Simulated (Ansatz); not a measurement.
**SnO: short molecular dynamics**

The task, for SnO: run short molecular dynamics at set temperatures.

Computed with Ansatz 0.2.0 (DFT PBEsol, scalar-relativistic, plane waves, PAW, unless a step's input says otherwise).

### 1 Starting point

Symmetry: Pmn2_1, No. 31, orthorhombic system. Conventional cell: a = 3.355 Å, b = 5.674 Å, c = 4.222 Å, α = 90.00°, β = 90.00°, γ = 90.00°. Sn (site symmetry m) is surrounded by 3 O at 2.15 to 2.16 Å. O (site symmetry m) has 3 Sn at 2.15 to 2.16 Å as nearest neighbours.

As a file:

```cif
data_structure
_symmetry_space_group_name_H-M 'P 1'
_symmetry_Int_Tables_number 1
_cell_length_a 3.3550
_cell_length_b 5.6741
_cell_length_c 4.2220
_cell_angle_alpha 90.000
_cell_angle_beta 90.000
_cell_angle_gamma 90.000
_cell_volume 80.37
loop_
_atom_site_label
_atom_site_type_symbol
_atom_site_fract_x
_atom_site_fract_y
_atom_site_fract_z
_atom_site_occupancy
Sn1 Sn 0.00000 0.23191 0.51314 1
Sn2 Sn 0.50000 0.76809 0.01314 1
O1 O 0.00000 0.89125 0.73686 1
O2 O 0.50000 0.10875 0.23686 1
```

The structure comes from the Materials Project (structure only).

### 2 Quick check of gap, pressure and forces

input.yaml

```yaml
crystal:
  lattice:
    - [3.355005, 0.0, 0.0]
    - [0.0, 5.674104, 0.0]
    - [0.0, 0.0, 4.22197]
  atoms:
    - { symbol: Sn, position: [0.0, 0.231909, 0.513144] }
    - { symbol: Sn, position: [0.5, 0.768091, 0.013144] }
    - { symbol: O, position: [0.0, 0.89125, 0.736857] }
    - { symbol: O, position: [0.5, 0.10875, 0.236857] }
basis:
  ecutwfc: 420
kpoints:
  mp_grid: { grid: [6, 4, 4] }
hamiltonian:
  xc: pbesol
scf:
  occupations: { method: gaussian, width: 0.1 }
output:
  forces: true
  stress: true
  eigenvalues: true
```

Command:

```
> ansatz run input.yaml --threads 4 --pin off --max-ram 5120MiB --backend cpu --events-out ev --progress --plain --runs-dir out
```

The log of the run (excerpt; [...] marks lines left out):

```text
Warning: RAYON_NUM_THREADS=4 ignored (pool sized by the plan → 4); use --threads N
[...]
Pseudopotentials: kind: paw
Pseudopotential: Sn, paw, valence charge 14, recommended cutoff 420 eV (normal), Sn.paw.azcp
Pseudopotential: O, paw, valence charge 6, recommended cutoff 420 eV (normal), O.paw.azcp
Functional definition: PBEsol
[...]
Crystal: 4 atoms, lattice volume = 80.372 Å³
Basis set: ecut = 420 eV, 1551 PW (Γ), exchange–correlation on 48×80×60 points (8 copies of the dense FFT grid, shifted against one another)
Bands: 24, of which v1, the nominal top of the filled ones, is band 20 counted from 1 (19 counted from 0)
Symmetry: 4 space group operations
Space group: Pmn21 (ITA 31), of the structure as read, at distance tolerance 4.3e-5 Å
k-points: 36 of 96 (time reversal used)
[...]
SCF iter   1: F=—  HF=-13021.033580 eV  |F-HF|=—  |Δ(HF+E_count)|=         —  Δρ=1.39e-2  dr2=1.49e-1  ethr=1.77e-3  ⟨swp⟩=6.1  Hψ=3977  notcnv=0
[...]
SCF iter   6: F=-13021.002490 eV  HF=-13021.002490 eV  |F-HF|=1.13e-8  |Δ(HF+E_count)|=   3.57e-7  Δρ=7.05e-6  dr2=4.17e-8  ethr=2.50e-10  ⟨swp⟩=6.9  Hψ=4120  notcnv=0
[...]
SCF converged after 6 iterations
Free energy (F): -13021.002490 eV
[...]
E sigma→0 (E₀):  -13021.002490 eV
Fermi energy:    7.943336 eV
[...]
--- Forces (eV/Å), atoms counted from 1 ---
  atom   1  Sn     0.00000000    -0.40989444    -0.12405649
  atom   2  Sn     0.00000000     0.40989444    -0.12405649
  atom   3  O      0.00000000     0.11623161     0.12414782
  atom   4  O      0.00000000    -0.11623161     0.12414782
[...]
--- Stress (GPa, compression-positive) ---
       -3.756225       0.000000       0.000000
        0.000000      -2.807099       0.000000
        0.000000       0.000000      -2.678442
  P = ⅓ Tr σ = -3.0806 GPa (-30.806 kbar)
--- Band table (eV; the first three rows and the last of 36) ---
  k-point 0: bands = ["-13.9889", "-13.6674", "-13.5765", "-13.5550", "-13.5274", "-13.4912", "-13.4740", "-13.4642", "-13.4247", "-13.4174", "-11.5140", "-9.7831", "-0.3613", "1.3556", "2.9300", "3.3451", "3.6678", "4.5347", "5.1205", "7.1515", "9.7759", "10.2800", "12.9833", "13.0311"]
[...]
```

It took 2.7 s on 4 threads of Arm Neoverse N1, shared host; peak memory 0.39 GiB.

The cell is taken as given, not relaxed at this level.

### 3 Reference: the perfect supercell

input.yaml

```yaml
crystal:
  lattice:
    - [0.0, -5.674104, 4.22197]
    - [0.0, 5.674104, 4.22197]
    - [-6.71001, 0.0, -4.22197]
  atoms:
    - { symbol: Sn, position: [0.3906175, 0.6225265, 0.5] }
    - { symbol: Sn, position: [0.8906175, 0.1225265, 0.5] }
    - { symbol: Sn, position: [0.1406175, 0.3725265, 0.0] }
    - { symbol: Sn, position: [0.6406175, 0.8725265, 0.0] }
    - { symbol: Sn, position: [0.7475265, 0.5156175, 0.25] }
    - { symbol: Sn, position: [0.2475265, 0.0156175, 0.25] }
    - { symbol: Sn, position: [0.4975265, 0.2656175, 0.75] }
    - { symbol: Sn, position: [0.9975265, 0.7656175, 0.75] }
    - { symbol: O, position: [0.1728035, 0.0640535, 0.5] }
    - { symbol: O, position: [0.6728035, 0.5640535, 0.5] }
    - { symbol: O, position: [0.9228035, 0.8140535, 0.0] }
    - { symbol: O, position: [0.4228035, 0.3140535, 0.0] }
    - { symbol: O, position: [0.1890535, 0.2978035, 0.25] }
    - { symbol: O, position: [0.6890535, 0.7978035, 0.25] }
    - { symbol: O, position: [0.9390535, 0.0478035, 0.75] }
    - { symbol: O, position: [0.4390535, 0.5478035, 0.75] }
  symmetry: { detect: false }
basis:
  ecutwfc: 420
kpoints:
  mp_grid: { grid: [2, 2, 2], shift: [0.5, 0.5, 0.5] }
hamiltonian:
  xc: pbesol
scf:
  occupations: { method: gaussian, width: 0.1 }
output:
  forces: true
  stress: true
  eigenvalues: true
```

Command:

```
> ansatz run input.yaml --threads 4 --pin off --max-ram 5120MiB --backend cpu --events-out ev --progress --plain --runs-dir out
```

The log of the run (excerpt; [...] marks lines left out):

```text
Warning: RAYON_NUM_THREADS=4 ignored (pool sized by the plan → 4); use --threads N
[...]
[... 4 set-up lines as earlier in the session ...]
[...]
Crystal: 16 atoms, lattice volume = 321.489 Å³
Basis set: ecut = 420 eV, 6283 PW (Γ), exchange–correlation on 96×96×108 points (8 copies of the dense FFT grid, shifted against one another)
Bands: 96, of which v1, the nominal top of the filled ones, is band 80 counted from 1 (79 counted from 0)
Symmetry: 1 space group operations
k-points: 4 of 8 (time reversal used)
[...]
SCF iter   1: F=—  HF=-52084.195630 eV  |F-HF|=—  |Δ(HF+E_count)|=         —  Δρ=1.40e-2  dr2=6.16e-1  ethr=1.77e-3  ⟨swp⟩=6.0  Hψ=1475  notcnv=0
[...]
SCF iter   7: F=-52084.070540 eV  HF=-52084.070540 eV  |F-HF|=2.36e-9  |Δ(HF+E_count)|=   3.46e-8  Δρ=1.28e-6  dr2=6.20e-9  ethr=6.25e-11  ⟨swp⟩=11.0  Hψ=1597  notcnv=0
[...]
SCF converged after 7 iterations
Free energy (F): -52084.070540 eV
[...]
E sigma→0 (E₀):  -52084.070540 eV
Fermi energy:    7.863931 eV
[...]
--- Forces (eV/Å), atoms counted from 1 ---
  atom   1  Sn    -0.00000013    -0.38619593    -0.14069265
  atom   2  Sn    -0.00000032    -0.38619541    -0.14069447
  atom   3  Sn     0.00000145    -0.38619492    -0.14069584
  atom   4  Sn     0.00000113    -0.38619723    -0.14068982
  atom   5  Sn     0.00000001     0.38619521    -0.14069370
  atom   6  Sn    -0.00000087     0.38619555    -0.14069412
  atom   7  Sn    -0.00000100     0.38619489    -0.14069387
  atom   8  Sn    -0.00000034     0.38619624    -0.14069548
[...]
--- Stress (GPa, compression-positive) ---
       -3.705422      -0.000001      -0.000000
       -0.000001      -3.025063       0.000001
       -0.000000       0.000001      -2.802130
  P = ⅓ Tr σ = -3.1775 GPa (-31.775 kbar)
--- Band table (eV) ---
[...]
```

Run time: 6.2 s. Hardware: 4 threads of Arm Neoverse N1, shared host; peak memory 0.85 GiB.

### 4 Molecular dynamics, 1500 K

36 steps of 2 fs with a Langevin thermostat, velocities drawn for 1500 K, at 1.05 times the reference volume.

Changes to input.yaml since step 3:

```diff
@@ -2,5 +2,5 @@
   lattice:
-    - [0.0, -5.674104, 4.22197]
-    - [0.0, 5.674104, 4.22197]
-    - [-6.71001, 0.0, -4.22197]
+    - [0.0, -5.7671386338, 4.2911949266]
+    - [0.0, 5.7671386338, 4.2911949266]
+    - [-6.8200297182, 0.0, -4.2911949266]
   atoms:
@@ -22,3 +22,2 @@
     - { symbol: O, position: [0.4390535, 0.5478035, 0.75] }
-  symmetry: { detect: false }
 basis:
@@ -30,3 +29,5 @@
 scf:
-  occupations: { method: gaussian, width: 0.1 }
+  occupations: { method: fermi_dirac, width: 0.1293 }
+  lower_state_search: "off"
+  convergence: { dr2_threshold: 1.0e-07 }
 output:
@@ -34,2 +35,9 @@
   stress: true
-  eigenvalues: true
+md:
+  timestep: 2.0
+  n_steps: 36
+  ensemble: nvt_langevin
+  temperature: 1500.0
+  initial_velocities: maxwell_boltzmann
+  seed: 3123
+  friction: 0.02
```

Command:

```
> ansatz run input.yaml --threads 4 --pin off --max-ram 5120MiB --backend cpu --events-out ev --progress --plain --runs-dir out
```

The log of the run (excerpt; [...] marks lines left out):

```text
Warning: md: disabling space-group detection — thermal motion breaks the input geometry's symmetry, so no spatial operation reduces the k-mesh or symmetrises the density; time reversal is kept, so that k and −k are solved as one point where they differ and the mesh holds both, and exact [...]
Warning: output.stress: scf.convergence.dr2_threshold = 1e-7 eV (the SCF's general default) is looser than the 1.6e-9 eV advised for a printed stress (1e-10 eV for each atom of the cell: 16). What an SCF threshold leaves in a stress goes as its square root, and in the free energy as the [...]
Warning: RAYON_NUM_THREADS=4 ignored (pool sized by the plan → 4); use --threads N
band count auto-derived: 97 (N_el = 160.0; filled up to band 80; 96 by the electrons, moments and atoms)
[...]
[... 4 set-up lines as earlier in the session ...]
[...]
Crystal: 16 atoms, lattice volume = 337.563 Å³
[...]
md step    35: t =    70.00 fs  T =  1187.0 K  F+E_penalty+E_count = -52082.19884011 eV  E_kin = 2.454915 eV  P_inst = -2.5845 GPa  (7 SCF iters)
[...]
md step    36: t =    72.00 fs  T =  1310.0 K  F+E_penalty+E_count = -52082.14659044 eV  E_kin = 2.709331 eV  P_inst = -2.3274 GPa  (9 SCF iters)
SCF converged after 9 iterations
Free energy (F): -52082.146590 eV
[...]
E sigma→0 (E₀):  -52082.145655 eV
Entropy (-TS):   -0.001870 eV (-0.117 meV/atom)
Fermi energy:    7.368897 eV
[...]
--- Forces (eV/Å), atoms counted from 1 ---
  atom   1  Sn     1.73458044    -0.41332545     0.56129710
  atom   2  Sn     0.01421951    -0.90560092     0.01670222
  atom   3  Sn    -0.25301261     0.49430731     1.28351741
  atom   4  Sn    -0.44336640    -0.45906893     0.60215601
  atom   5  Sn     1.03588874     0.51367574     0.31364060
  atom   6  Sn     1.78715646     0.15885805     1.09511828
  atom   7  Sn    -0.40178481     0.70566297    -0.37866019
  atom   8  Sn     1.16525886     0.65967903    -0.42908044
[...]
--- Stress (GPa, compression-positive) ---
       -2.206029      -1.126019       1.875426
       -1.126019      -4.566849       1.624446
        1.875426       1.624446      -2.781159
  P = ⅓ Tr σ = -3.1847 GPa (-31.847 kbar)
--- MD trajectory: 36 steps, t = 0.0 → 72.0 fs ---
  final state: T = 1310.0 K   F+E_penalty+E_count = -52082.14659044 eV   E_kin = 2.709331 eV
```

Wall time 4.5 min (4 threads of Arm Neoverse N1, shared host); peak memory 0.98 GiB.

### 5 Along the run

One row in 2; energies are changes from the first frame, and the pressure holds the kinetic part:

| time (fs) | T (K) | potential (meV/atom) | pressure (GPa) |
| --- | --- | --- | --- |
| 0.0 | 1406 | 0.0 | -5.3 |
| 4.0 | 1508 | 8.1 | -5.3 |
| 8.0 | 1481 | 25.0 | -5.0 |
| 12.0 | 1213 | 50.3 | -4.5 |
| 16.0 | 1068 | 77.7 | -4.1 |
| 20.0 | 1031 | 99.0 | -4.0 |
| 24.0 | 1067 | 111.6 | -4.0 |
| 28.0 | 1027 | 108.4 | -4.1 |
| 32.0 | 1118 | 98.8 | -4.1 |
| 36.0 | 1301 | 94.0 | -3.8 |
| 40.0 | 1233 | 90.6 | -3.5 |
| 44.0 | 1175 | 86.6 | -3.3 |
| 48.0 | 1200 | 85.6 | -3.1 |
| 52.0 | 1187 | 92.5 | -2.8 |
| 56.0 | 1127 | 97.7 | -2.7 |
| 60.0 | 1271 | 97.3 | -2.5 |
| 64.0 | 1331 | 89.2 | -2.6 |
| 68.0 | 1456 | 86.2 | -2.5 |
| 72.0 | 1310 | 90.6 | -2.3 |

Frames as positions (Å) and forces (eV/Å):

```xyz
16
Lattice="0.000 -5.767 4.291 0.000 5.767 4.291 -6.820 0.000 -4.291" Properties=species:S:1:pos:R:3:forces:R:3 pbc="T T T" time_fs=48.0 T_K=1200
Sn   -3.527    1.381    2.365    1.520   -0.730   -0.089
Sn   -3.311   -4.328    1.951   -0.992   -0.512    0.830
Sn    0.187    1.323    2.097   -2.049   -0.341    0.617
Sn    0.108    1.287    6.387   -0.566    0.225    0.162
Sn   -1.601   -1.504    4.294   -1.323    1.483    0.094
Sn   -1.769   -1.206    0.087   -0.114    0.994   -0.673
Sn   -5.005   -1.260   -0.011   -0.396   -0.269   -0.220
Sn   -5.262   -1.322    4.518    0.927    0.731   -1.183
O    -3.541   -0.547   -1.306    0.731    0.470    0.227
O    -3.346   -0.398    3.514   -0.310   -1.130    0.045
O    -0.034   -0.492    7.469   -0.202   -0.635    0.656
O    -0.082   -0.723    3.191    1.343    0.971   -0.440
O    -1.818    0.662    1.064    0.439    0.116    0.494
O    -1.696    0.830    5.275    1.552   -1.213   -0.233
O    -5.151   -5.129    0.907    0.261   -0.060    0.097
O    -4.948    0.502    1.136   -0.820   -0.100   -0.384
16
Lattice="0.000 -5.767 4.291 0.000 5.767 4.291 -6.820 0.000 -4.291" Properties=species:S:1:pos:R:3:forces:R:3 pbc="T T T" time_fs=72.0 T_K=1310
Sn   -3.605    1.291    2.459    1.735   -0.413    0.561
Sn   -3.277   -4.368    1.847    0.014   -0.906    0.017
Sn    0.155    1.310    1.987   -0.253    0.494    1.284
Sn    0.104    1.288    6.382   -0.443   -0.459    0.602
Sn   -1.611   -1.444    4.272    1.036    0.514    0.314
Sn   -1.839   -1.149    0.069    1.787    0.159    1.095
Sn   -5.000   -1.308   -0.007   -0.402    0.706   -0.379
Sn   -5.368   -1.393    4.609    1.165    0.660   -0.429
O    -3.242   -0.508   -1.139   -1.606    1.044   -1.210
O    -3.346   -0.637    3.724   -1.278    0.412   -1.354
O     0.021   -0.696    7.562   -0.714    0.649   -0.175
O     0.161   -0.620    3.086    0.384    0.140   -0.054
O    -1.719    0.842    1.287   -0.891   -1.160   -0.619
O    -1.477    0.557    5.254   -0.188   -0.302    0.013
O    -5.107   -5.040    0.682    0.009   -0.528    0.660
O    -4.970    0.632    1.069   -0.355   -1.010   -0.326
```

Pair distribution functions g(r) over the second half, up to half the cell's height:

| r (Å) | O-Sn | O-O |
| --- | --- | --- |
| 1.85 | 0.0 | 0.0 |
| 1.95 | 1.1 | 0.0 |
| 2.05 | 5.2 | 0.0 |
| 2.15 | 5.9 | 0.0 |
| 2.25 | 5.6 | 0.0 |
| 2.35 | 2.6 | 0.0 |
| 2.45 | 0.5 | 0.4 |
| 2.55 | 0.3 | 0.4 |
| 2.65 | 0.0 | 0.9 |
| 2.75 | 0.0 | 0.8 |
| 2.85 | 0.0 | 1.3 |
| 2.95 | 0.1 | 2.8 |

### 6 Outcome

| quantity | value |
| --- | --- |
| mean temperature, second half (1500 K run) | 1258 K, spread 108 K |
| mean pressure, second half (1500 K run) | -2.9 GPa |
| mean potential energy above the perfect cell (1500 K run) | 121 meV/atom |
| mean square move, first to last frame (1500 K run) | O 0.08, Sn 0.08 Å² |

**Reading.** Over the second half of the 1500 K run the temperature averages 1258 K, with a standard deviation of 108 K. Among the stored frames no atom gets farther than 0.6 Å from its first place (drift of the whole removed), against a shortest distance of 2.19 Å, so within this short run the atoms stay near their sites. Runs this short are not equilibrated, so the means are rough. Layers here are held mostly by dispersion, which this level lacks, so their spacing and the stiffness across them are unreliable there.
